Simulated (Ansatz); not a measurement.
# Thickness series of a Mo/SiC/W junction, part 6 of 6

Wanted: T(E), the conductance and its decay constant for Mo/SiC/W. The lower electrode is Mo bcc(001), the upper one W bcc(001); the barrier is SiC zinc blende(001) (Si and Si faces). In the first transport cell, after relaxation, the nearest pair of electrode and barrier is Mo–Si at 2.64 Å, at a slant, at the lower face and W–Si at 2.62 Å, at a slant, at the upper one. All share a net of side 3.15 Å, which strains the lower electrode by +0.0 %, the upper one by -0.6 % and the barrier by +1.7 %, against typed lattice constants near PBE's. The first steps treat the bulk electrodes alone.

Ansatz 0.2.0; PBE DFT, plane waves, PAW files (the session's first sound run).

So far, transmission at the Fermi level (a spin, zone mean): step 5 (the open system: T(E)) 0.00368; step 8 (conductance, 31 atoms) 0.00391; step 10 (conductance, atomic planes in the barrier 13, gap between the electrodes 17.24 Å) 2.3e-4; step 11 (conductance, atomic planes in the barrier 15, gap between the electrodes 19.4 Å) 5.5e-5; step 12 (conductance on a fine mesh, atomic planes in the barrier 19, gap between the …) 4.2e-6.

## Step 13: Conductance, atomic planes in the barrier 21, gap between the electrodes 25.89 Å

Level of this step: PBE DFT, plane waves, PAW files; ballistic transmission by layer matching between semi-infinite leads (Ansatz).

System of this step: Mo/SiC/W. The cell holds 43 atoms: 11 Mo, 11 Si, 10 C and 11 W. Cell: a = 3.150 Å, b = 3.150 Å, c = 71.534 Å, α = 90.0°, β = 90.0°, γ = 90.0°. Regions: left electrode, 11 atoms (11 Mo); barrier, 21 atoms (11 Si and 10 C); right electrode, 11 atoms (11 W). Vacuum lies along c.

Barrier layers are added or taken out in the middle, and the relaxed faces stay.

Contents of input.yaml:

```yaml
crystal:
  lattice:
    - [3.15, 0.0, 0.0]
    - [0.0, 3.15, 0.0]
    - [0.0, 0.0, 71.5336596756]
  atoms:
    - { symbol: Mo, position: [0.0, 0.0, 0.0978560307] }
    - { symbol: Mo, position: [0.5, 0.5, 0.1199939631] }
    - { symbol: Mo, position: [0.0, 0.0, 0.1421318956] }
    - { symbol: Mo, position: [0.5, 0.5, 0.164269828] }
    - { symbol: Mo, position: [0.0, 0.0, 0.1864077604] }
    - { symbol: Mo, position: [0.5, 0.5, 0.2085456928] }
    - { symbol: Mo, position: [0.0, 0.0, 0.2306836252] }
    - { symbol: Mo, position: [0.5, 0.5, 0.2528215576] }
    - { symbol: Mo, position: [0.0, 0.0, 0.27495949] }
    - { symbol: Mo, position: [0.5, 0.5, 0.2970974224] }
    - { symbol: Mo, position: [0.0, 0.0, 0.3174454653] }
    - { symbol: Si, position: [0.5, 0.0, 0.3470116445] }
    - { symbol: C, position: [0.0, 0.0, 0.3625352599] }
    - { symbol: Si, position: [0.0, 0.5, 0.3777305682] }
    - { symbol: C, position: [0.5, 0.5, 0.3926101323] }
    - { symbol: Si, position: [0.5, 0.0, 0.4079812964] }
    - { symbol: C, position: [0.0, 0.0, 0.4228604111] }
    - { symbol: Si, position: [0.0, 0.5, 0.4382315752] }
    - { symbol: C, position: [0.5, 0.5, 0.4531106899] }
    - { symbol: Si, position: [0.5, 0.0, 0.468481854] }
    - { symbol: C, position: [0.0, 0.0, 0.4833609687] }
    - { symbol: Si, position: [0.0, 0.5, 0.4987321328] }
    - { symbol: C, position: [0.5, 0.5, 0.5136112475] }
    - { symbol: Si, position: [0.5, 0.0, 0.5289824115] }
    - { symbol: C, position: [0.0, 0.0, 0.5438615263] }
    - { symbol: Si, position: [0.0, 0.5, 0.5592326903] }
    - { symbol: C, position: [0.5, 0.5, 0.5741118051] }
    - { symbol: Si, position: [0.5, 0.0, 0.5894829691] }
    - { symbol: C, position: [0.0, 0.0, 0.6043620839] }
    - { symbol: Si, position: [0.0, 0.5, 0.6197276736] }
    - { symbol: C, position: [0.5, 0.5, 0.6345405711] }
    - { symbol: Si, position: [0.5, 0.0, 0.6501214505] }
    - { symbol: W, position: [0.0, 0.0, 0.6794363039] }
    - { symbol: W, position: [0.5, 0.5, 0.7002486138] }
    - { symbol: W, position: [0.0, 0.0, 0.7226814311] }
    - { symbol: W, position: [0.5, 0.5, 0.7451142483] }
    - { symbol: W, position: [0.0, 0.0, 0.7675470656] }
    - { symbol: W, position: [0.5, 0.5, 0.7899798829] }
    - { symbol: W, position: [0.0, 0.0, 0.8124127002] }
    - { symbol: W, position: [0.5, 0.5, 0.8348455174] }
    - { symbol: W, position: [0.0, 0.0, 0.8572783347] }
    - { symbol: W, position: [0.5, 0.5, 0.879711152] }
    - { symbol: W, position: [0.0, 0.0, 0.9021439693] }
kpoints:
  mp_grid: { grid: [8, 8, 1] }
scf:
  occupations: { method: fermi_dirac, width: 0.1 }
  max_iter: 150
hamiltonian:
  xc: pbe
output:
  transmission:
    kmesh: [26, 26]
    e_range: [-0.26, 0.27]
    de: 0.0375
    leads: [[4, 5], [37, 38]]
```

Launch:

```
$ ansatz run input.yaml --threads 4 --pin off --max-ram 12288MiB --backend cpu --events-out ev --progress --plain --runs-dir out
```

Numbers of over 12 decimals in the logs are rounded to 6 here.

What it wrote:

```text
[...]
Crystal: 43 atoms, lattice volume = 709.793 Å³
Basis set: ecut = 420 eV, 14007 PW (Γ)
Bands: 239, of which v1, the nominal top of the filled ones, is band 196 counted from 1 (195 counted from 0)
Symmetry: 4 space group operations
[...]
k-points: 25 of 64
[...]
channels       : 1.600592e0 a spin
[...]
slowest decay  : 0.0157 /Å at (0.1923, 0.2308)
[...]
filled         : 39.2 meV under the level at which it is neutral
    channels       : 1.198225e0 a spin
[...]
slowest decay  : 0.0336 /Å at (0.4231, 0.4231)
  junction   : crystal 0 to crystal 1, 14.82 to 56.41 Å
    transmission   : 1.511640e-6 a spin
[...]
resistance     : 7.0722e2 Ω µm² beyond half of each lead's own
[key lines of the parts left out:]
SCF converged after 14 iterations
Free energy (F): -178248.918367 eV
Fermi energy:    13.065699 eV
```

Elapsed: 16 min, on 4 threads of Arm Neoverse V1, shared host; peak memory 5.1 GiB; 47 min of CPU time.

One spin. Transmission, zone mean against energy, zero at the Fermi level:

```csv
energy (eV),"transmission, zone mean"
-0.260,1.0e-5
-0.223,8.7e-6
-0.185,1.2e-5
-0.147,1.8e-5
-0.110,4.7e-6
-0.072,1.9e-6
-0.035,1.6e-6
0.003,1.5e-6
0.040,1.7e-6
0.077,2.0e-6
0.115,2.0e-6
0.152,2.2e-6
0.190,2.6e-6
0.228,3.2e-6
0.265,2.5e-6
```

G = 1.4e9 S/m² (1/G = 707 Ω µm²), 0.38 times the step before of this kind. The largest error estimate is 139 %, from the leads' potential steps. In the worse lead the potential repeats within 61 meV, which the program flags as too much for a lead, so G carries that doubt.

## Step 14: Comparing the runs

Times are for 4 threads of Arm Neoverse V1, shared host. The series side by side:

```csv
no.,gap between the electrodes (Å),junction conductance (S/m²),resistance-area product beyond the leads (Ω um²),time,memory (GiB)
1,8.58,3.88e13,0.02486,8.8 min,3.4
2,10.75,9.35e12,0.1060,13 min,3.6
3,12.91,3.24e12,0.3077,12 min,3.8
4,15.07,6.35e11,1.573,11 min,4.0
5,17.24,1.97e11,5.084,12 min,4.2
6,19.4,4.69e10,21.31,13 min,4.4
7,23.73,3.70e9,270.0,16 min,4.9
8,25.89,1.41e9,707.2,16 min,5.1
```

The runs together. The transmission, zone mean by energy, zero at the Fermi level:

```csv
energy (eV),8.58,10.75,15.07,17.24,23.73,25.89
-0.260,0.0787,0.0386,0.00526,0.00148,3.6e-5,1.0e-5
-0.223,0.0668,0.0305,0.00494,0.00145,3.6e-5,8.7e-6
-0.185,0.0582,0.0230,0.00772,0.00143,3.7e-5,1.2e-5
-0.147,0.0611,0.0208,0.00697,0.00293,4.6e-5,1.8e-5
-0.110,0.0581,0.0168,0.00187,5.0e-4,1.2e-5,4.7e-6
-0.072,0.0613,0.0164,0.00110,3.0e-4,6.0e-6,1.9e-6
-0.035,0.0538,0.0154,9.0e-4,2.7e-4,4.7e-6,1.6e-6
0.003,0.0479,0.0104,7.0e-4,2.3e-4,4.2e-6,1.5e-6
0.040,0.0464,0.00962,6.3e-4,2.0e-4,3.9e-6,1.7e-6
0.077,0.0476,0.00908,6.1e-4,2.0e-4,3.9e-6,2.0e-6
0.115,0.0428,0.00834,4.4e-4,1.7e-4,3.1e-6,2.0e-6
0.152,0.0405,0.00686,3.6e-4,1.5e-4,2.9e-6,2.2e-6
0.190,0.0320,0.00633,3.3e-4,1.4e-4,2.9e-6,2.6e-6
0.228,0.0329,0.00568,2.9e-4,1.3e-4,2.8e-6,3.2e-6
0.265,0.0271,0.00530,2.6e-4,9.1e-5,2.2e-6,2.5e-6
```

## Step 15: Fit against thickness

This step: Fit of the logarithm of the conductance against the barrier's thickness, from PBE DFT, plane waves, PAW files (Ansatz 0.2.0).

No new run: the logarithm is fitted against the thickness.

Numbers from this step:

```yaml
decay_constant_of_the_conductance: 0.6 Å⁻¹
r_m_s_misfit_of_ln_g: 0.14
```

From the end points alone, β = ln(3.88e+13 / 1.41e+09) / 17.31 Å = 10.22 / 17.31 Å = 0.59 Å⁻¹. One end point carries an error estimate of 139 %; a factor of 2.4 on it would move β by 0.05 Å⁻¹.

## Step 16: The same cell, other settings

This step: PBE DFT, plane waves, PAW files; ballistic transmission by layer matching between semi-infinite leads; changed: total_charge = -1 (Ansatz 0.2.0).

System of this step: Mo/SiC/W. The cell holds 31 atoms: 11 Mo, 5 Si, 4 C and 11 W. Its edges and angles: a = 3.150 Å, b = 3.150 Å, c = 58.550 Å, α = 90.0°, β = 90.0°, γ = 90.0°. Regions: left electrode, 11 atoms (11 Mo); barrier, 9 atoms (5 Si and 4 C); right electrode, 11 atoms (11 W). Vacuum lies along c. The cell carries charge −1.

It is meant to test what a charged cell does. Where the input is shown as a difference, that is against the step before, not the twin.

Contents of input.yaml:

```yaml
crystal:
  lattice:
    - [3.15, 0.0, 0.0]
    - [0.0, 3.15, 0.0]
    - [0.0, 0.0, 58.5501807867]
  atoms:
    - { symbol: Mo, position: [0.0, 0.0, 0.1195555659] }
    - { symbol: Mo, position: [0.5, 0.5, 0.1466025759] }
    - { symbol: Mo, position: [0.0, 0.0, 0.1736495859] }
    - { symbol: Mo, position: [0.5, 0.5, 0.2006965958] }
    - { symbol: Mo, position: [0.0, 0.0, 0.2277436058] }
    - { symbol: Mo, position: [0.5, 0.5, 0.2547906157] }
    - { symbol: Mo, position: [0.0, 0.0, 0.2818376257] }
    - { symbol: Mo, position: [0.5, 0.5, 0.3088846357] }
    - { symbol: Mo, position: [0.0, 0.0, 0.3359316456] }
    - { symbol: Mo, position: [0.5, 0.5, 0.3629786556] }
    - { symbol: Mo, position: [0.0, 0.0, 0.3878388688] }
    - { symbol: Si, position: [0.5, 0.0, 0.4239613362] }
    - { symbol: C, position: [0.0, 0.0, 0.442927307] }
    - { symbol: Si, position: [0.0, 0.5, 0.4614921688] }
    - { symbol: C, position: [0.5, 0.5, 0.4796712703] }
    - { symbol: Si, position: [0.5, 0.0, 0.4984509837] }
    - { symbol: C, position: [0.0, 0.0, 0.5166295361] }
    - { symbol: Si, position: [0.0, 0.5, 0.5354024392] }
    - { symbol: C, position: [0.5, 0.5, 0.5535000907] }
    - { symbol: Si, position: [0.5, 0.0, 0.5725360237] }
    - { symbol: W, position: [0.0, 0.0, 0.6083514341] }
    - { symbol: W, position: [0.5, 0.5, 0.6337788652] }
    - { symbol: W, position: [0.0, 0.0, 0.6611861507] }
    - { symbol: W, position: [0.5, 0.5, 0.6885934361] }
    - { symbol: W, position: [0.0, 0.0, 0.7160007215] }
    - { symbol: W, position: [0.5, 0.5, 0.7434080069] }
    - { symbol: W, position: [0.0, 0.0, 0.7708152924] }
    - { symbol: W, position: [0.5, 0.5, 0.7982225778] }
    - { symbol: W, position: [0.0, 0.0, 0.8256298632] }
    - { symbol: W, position: [0.5, 0.5, 0.8530371486] }
    - { symbol: W, position: [0.0, 0.0, 0.8804444341] }
kpoints:
  mp_grid: { grid: [8, 8, 1] }
scf:
  occupations: { method: fermi_dirac, width: 0.1 }
  max_iter: 150
hamiltonian:
  xc: pbe
output:
  transmission:
    kmesh: [10, 10]
    e_range: [-3, 3]
    de: 0.1
    leads: [[4, 5], [25, 26]]
  dos: { projected: true, e_range: [-6, 5], de: 0.05 }
  write_potential: true
  write_density: true
  volumetric_format: npy
total_charge: -1
```

What it wrote:

```text
Engine: ansatz 0.2.0, aarch64-unknown-linux-gnu
Pseudopotentials: kind: paw
Pseudopotential: Mo, paw, valence charge 14, recommended cutoff 420 eV (normal), Mo.paw.azcp
Pseudopotential: Si, paw, valence charge 4, recommended cutoff 420 eV (normal), Si.paw.azcp
Pseudopotential: C, paw, valence charge 4, recommended cutoff 420 eV (normal), C.paw.azcp
Pseudopotential: W, paw, valence charge 14, recommended cutoff 420 eV (normal), W.paw.azcp
Functional definition: PBE
  parameter kappa = 0.804
  parameter beta = 0.066725
  exchange = pbe_x(kappa = kappa, mu = beta*pi^2/3)
  correlation = pbe_c(beta = beta)
Crystal: 31 atoms, lattice volume = 580.964 Å³
Basis set: ecut = 420 eV, 11451 PW (Γ)
Bands: 207, of which v1, the nominal top of the filled ones, is band 173 counted from 1 (172 counted from 0)
Symmetry: 4 space group operations
Space group: Pmm2 (ITA 25), of the structure as read, at distance tolerance 8.3e-5 Å
k-points: 25 of 64
Non-local potential: Mo, projectors of the file, l = 0: 3, l = 1: 2, l = 2: 2, l = 3: 1
Non-local potential: Si, projectors of the file, l = 0: 2, l = 1: 2, l = 2: 2
Non-local potential: C, projectors of the file, l = 0: 2, l = 1: 2, l = 2: 1
Non-local potential: W, projectors of the file, l = 0: 3, l = 1: 2, l = 2: 2, l = 3: 1
PAW form: soft (Blöchl's): semilocal exchange-correlation on the pseudo side does not see the compensation charge
PAW one-centre angular grid: Mo, 590 points (default); XC on 64 Gauss nodes
PAW one-centre angular grid: Si, 110 points (default); XC on 64 Gauss nodes
PAW one-centre angular grid: C, 110 points (default); XC on 64 Gauss nodes
PAW one-centre angular grid: W, 590 points (default); XC on 64 Gauss nodes
Initial density: superposition of atomic densities (neutral atoms scaled as one to the charged cell's electrons: chi_scale 0, normalization atom), corrected by the library's trained network
Initial wavefunctions: pseudopotential atomic-orbital guess
Functional: x = pbe(κ = 0.804, μ = 0.219515), c = pbe(β = 0.066725)
SCF iter   1: F=—  HF=-173124.038731 eV  |F-HF|=—  |Δ(HF+E_count)|=         —  Δρ=2.25e-1  dr2=8.24e4  ethr=1.77e-3  ⟨swp⟩=16.2  Hψ=39684  notcnv=0
preconditioner: auto → LDOS  [metal: Δε(μ)=0.008 eV  Ē_g=5.867 eV  σ=0.100 eV  W_gap=0.02  n_scr=162 (ndim 8)  ℏωp=20.0 eV  f_vac=0.185  D(μ)=27.66/eV (n_scr^D=278)  β→1.0]
SCF iter   2: F=—  HF=-173051.540811 eV  |F-HF|=—  |Δ(HF+E_count)|=    7.25e1  Δρ=1.70e-1  dr2=8.60e3  ethr=1.77e-3  ⟨swp⟩=18.5  Hψ=39365  notcnv=0  defer=60
SCF iter   3: F=—  HF=-172926.053827 eV  |F-HF|=—  |Δ(HF+E_count)|=    1.25e2  Δρ=6.88e-2  dr2=5.84e2  ethr=1.77e-3  ⟨swp⟩=8.5  Hψ=20793  notcnv=0  defer=13
SCF iter   4: F=—  HF=-172926.615851 eV  |F-HF|=—  |Δ(HF+E_count)|=   5.62e-1  Δρ=9.10e-2  dr2=1.63e3  ethr=1.77e-3  ⟨swp⟩=11.7  Hψ=27607  notcnv=0  defer=16  recentre
SCF iter   5: F=—  HF=-172916.211588 eV  |F-HF|=—  |Δ(HF+E_count)|=    1.04e1  Δρ=5.25e-2  dr2=2.56e2  ethr=1.77e-3  ⟨swp⟩=10.8  Hψ=20177  notcnv=0  defer=27
SCF iter   6: F=—  HF=-172912.200791 eV  |F-HF|=—  |Δ(HF+E_count)|=    4.01e0  Δρ=1.50e-2  dr2=5.12e0  ethr=1.77e-3  ⟨swp⟩=8.2  Hψ=13403  notcnv=0  defer=11
SCF iter   7: F=—  HF=-172912.045400 eV  |F-HF|=—  |Δ(HF+E_count)|=   1.55e-1  Δρ=7.92e-3  dr2=2.43e0  ethr=1.48e-3  ⟨swp⟩=4.4  Hψ=8227  notcnv=0  defer=11
SCF iter   8: F=—  HF=-172912.163293 eV  |F-HF|=—  |Δ(HF+E_count)|=   1.18e-1  Δρ=8.57e-3  dr2=1.01e1  ethr=7.04e-4  ⟨swp⟩=4.9  Hψ=8273  notcnv=0  defer=9  recentre
SCF iter   9: F=—  HF=-172912.096271 eV  |F-HF|=—  |Δ(HF+E_count)|=   6.70e-2  Δρ=5.76e-3  dr2=1.24e0  ethr=7.04e-4  ⟨swp⟩=3.5  Hψ=7490  notcnv=0  defer=4
SCF iter  10: F=—  HF=-172912.083542 eV  |F-HF|=—  |Δ(HF+E_count)|=   1.27e-2  Δρ=1.75e-3  dr2=1.33e-1  ethr=3.60e-4  ⟨swp⟩=2.9  Hψ=6492  notcnv=0  defer=1
SCF iter  11: F=—  HF=-172912.077647 eV  |F-HF|=—  |Δ(HF+E_count)|=   5.89e-3  Δρ=4.26e-4  dr2=1.35e-2  ethr=3.86e-5  ⟨swp⟩=3.2  Hψ=7111  notcnv=0  defer=2
SCF iter  12: F=—  HF=-172912.077005 eV  |F-HF|=—  |Δ(HF+E_count)|=   6.42e-4  Δρ=4.02e-4  dr2=4.44e-3  ethr=3.92e-6  ⟨swp⟩=3.7  Hψ=8303  notcnv=0  defer=3
SCF iter  13: F=—  HF=-172912.076375 eV  |F-HF|=—  |Δ(HF+E_count)|=   6.30e-4  Δρ=1.27e-4  dr2=4.94e-4  ethr=1.29e-6  ⟨swp⟩=2.7  Hψ=7921  notcnv=0  defer=3
SCF iter  14: F=—  HF=-172912.076446 eV  |F-HF|=—  |Δ(HF+E_count)|=   7.11e-5  Δρ=6.37e-5  dr2=1.12e-4  ethr=1.43e-7  ⟨swp⟩=3.1  Hψ=8566  notcnv=0  defer=2
SCF iter  15: F=—  HF=-172912.076456 eV  |F-HF|=—  |Δ(HF+E_count)|=   1.05e-5  Δρ=2.55e-5  dr2=3.16e-5  ethr=3.25e-8  ⟨swp⟩=2.2  Hψ=7630  notcnv=0
SCF iter  16: F=—  HF=-172912.076247 eV  |F-HF|=—  |Δ(HF+E_count)|=   2.09e-4  Δρ=1.06e-5  dr2=2.57e-6  ethr=9.15e-9  ⟨swp⟩=2.3  Hψ=7224  notcnv=0
SCF iter  17: F=—  HF=-172912.076249 eV  |F-HF|=—  |Δ(HF+E_count)|=   2.19e-6  Δρ=4.28e-6  dr2=2.67e-7  ethr=7.45e-10  ⟨swp⟩=2.8  Hψ=7695  notcnv=0
SCF iter  18: F=-172912.076250 eV  HF=-172912.076250 eV  |F-HF|=7.19e-9  |Δ(HF+E_count)|=   2.56e-7  Δρ=2.11e-6  dr2=6.71e-8  ethr=2.90e-11  ⟨swp⟩=17.8  Hψ=27333  notcnv=0
SCF 1 converged in 18 iterations: F = -172912.076250 eV  dr2 = 6.71e-8
[...]
```

The job ended after 6.4 min (4 threads; peak memory 3.8 GiB).

The run was cut off at the time limit after its SCF cycle had converged; no result of it is taken.

## Step 17: What came out

- 1/G at 8.58 Å gap: 0.0258 Ω um²
- 1/G at 25.9 Å gap: 707 Ω um²
- decay constant β: 0.6 Å⁻¹

What this shows: A fit of ln G against d gives β = 0.6 Å⁻¹, and step by step the slopes are 0.66, 0.49, 0.75, 0.54, 0.66, 0.59 and 0.45 Å⁻¹. They differ by more than a fifth, so the fit is an average; how much of this is a real bend and how much error of the runs wasn't traced. At the Fermi level the layers of the barrier in the wide-window run (9 planes) hold from 0.0075 to 0.12 states an eV and atom. The program's largest error estimate on these conductances is 139 %, from the leads' potential steps, in the run that gave 1.4e9 S/m², so that value may be off by a large factor, and what is derived from it shares the doubt. In 8 of these 8 runs a lead's potential steps by more than 25 meV, which the program flags as too much. No spin-orbit coupling, phonons, disorder or image charges enter; the interfaces are ordered, one cell wide and lattice-matched by strain. Semilocal gaps are too small, which can bring a band edge of the barrier nearer to the Fermi level than it is.

[Logs are printed without paths, hosts, clocks, repeated set-up lines and the standing remarks that a program may print on its own settings, such as how far it seeks lower states.]

[Hosts, paths, dates, database ids (printed as entryN), source tags and the programs' standing remarks are cut or masked in the printed files.]
